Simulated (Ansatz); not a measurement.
N: input and output

The input, for Ansatz 0.2.0 (plane waves, PAW):

```yaml
crystal:
  lattice:
    - [0.0, 1.602594, 1.602594]
    - [1.602594, 0.0, 1.602594]
    - [1.602594, 1.602594, 0.0]
  atoms:
    - { symbol: "N", position: [0.0, 0.0, 0.0] }
  symmetry: { tolerance: 0.0003 }
kpoints:
  mp_grid: { grid: [18, 18, 18], shift: [0, 0, 0] }
  band_path:
    path:
      - [0.0, 0.0, 0.0]
      - [0.5, 0.0, 0.5]
      - [0.625, 0.25, 0.625]
      - [0.375, 0.375, 0.75]
      - [0.0, 0.0, 0.0]
      - [0.5, 0.5, 0.5]
      - [0.5, 0.25, 0.75]
      - [0.5, 0.0, 0.5]
    npoints: 8
magnetization:
  spin_polarized: false
scf:
  occupations: { method: gaussian, width: 0.0515 }
  lower_state_search: "off"
  max_iter: 200
hamiltonian:
  pseudopotentials: { kind: paw }
  xc: r2scan
basis:
  ecutwfc: 500
  fft_grid_basis: typed
output:
  forces: true
  stress: true
  eigenvalues: true
  bader: true
  populations: true
  elf: true
  write_potential: true
  volumetric_format: npy
  dos:
    e_range: [-12, 8]
    de: 0.05
    projected: { site_lists: { "N": ["N"] } }
checkpoint:
  read: saved_state
```

The saved state is an earlier solution for the same cell, perhaps on another mesh. 

Excerpt of what it printed:

```
SCF iter   1: F=-379.9318 eV  Δρ=1.40e-3  dr2=4.40e-5  dr2_τ=9.37e-3
SCF iter   2: F=-379.9322 eV  Δρ=7.49e-4  dr2=1.88e-5  dr2_τ=5.44e-6
SCF iter   3: F=-379.9322 eV  Δρ=3.95e-4  dr2=4.86e-6  dr2_τ=9.60e-7
SCF iter   4: F=-379.9322 eV  Δρ=8.09e-5  dr2=3.24e-7  dr2_τ=7.05e-8
SCF iter   5: F=-379.9322 eV  Δρ=3.04e-5  dr2=4.49e-8  dr2_τ=5.37e-9
Free energy (F): -379.9322 eV
Harris-Foulkes:  -379.9322 eV  (|F-HF|=3.07e-8)
Internal energy: -379.9310 eV  (E = F + TS)
E sigma→0 (E₀):  -379.9316 eV
Entropy (-TS):   -0.0012 eV (-1.225 meV/atom)
Fermi energy:    6.8195 eV
--- Per-component energies (eV) ---
  E_band       = -4.7491
  E_kinetic    = 117.0585
  E_local      = -131.2719  (includes V_loc(G=0)·N_el)
  E_nonlocal   = 47.2904
  E_hartree    = 26.6154
  E_xc         = -55.8808
  E_vxc        = -79.7615  (∫ρ·V_xc dr)
  E_paw        = -126.2383  (= ΣΔE_a)
  E_vpaw       = -16.2176  (= ΣTr[D̂ρ^β])
  E_aug_tail   = 0.0000  (compensation charges beyond the density's cutoff)
  E_vtau       = 4.9244  (kinetic-family band-sum trace: ∫τ·v_τ [+ j·A + Jᵃ·Aᵃ] dr)
  E_ewald      = -257.4747
  E_core_change = -0.0296  (= ΣΔE_core)
  E_smearing   = -0.0012  (= −TS)
--- Stress (GPa, compression-positive) ---
      -14.9890       0.0000       0.0000
        0.0000     -14.9890       0.0000
        0.0000       0.0000     -14.9890
  P = ⅓ Tr σ = -14.9890 GPa (-149.890 kbar)
--- Löwdin populations: 1 site ---
  site symbol       q [e]
     0      N      4.9879
  spilling = 0.0024 (of n_electrons = 5.0000)
--- Bader charges: 1 site ---
  site symbol  charge [e]  shift [e]
     0      N      0.0000     0.0000
```

Absolute energies hang on the potentials; compare differences alone.

Origin: a known structure type with other elements, at an estimated volume, so it need not be a known compound. Caveats: many states at the Fermi level without spin polarisation, so a magnetic state may lie lower.
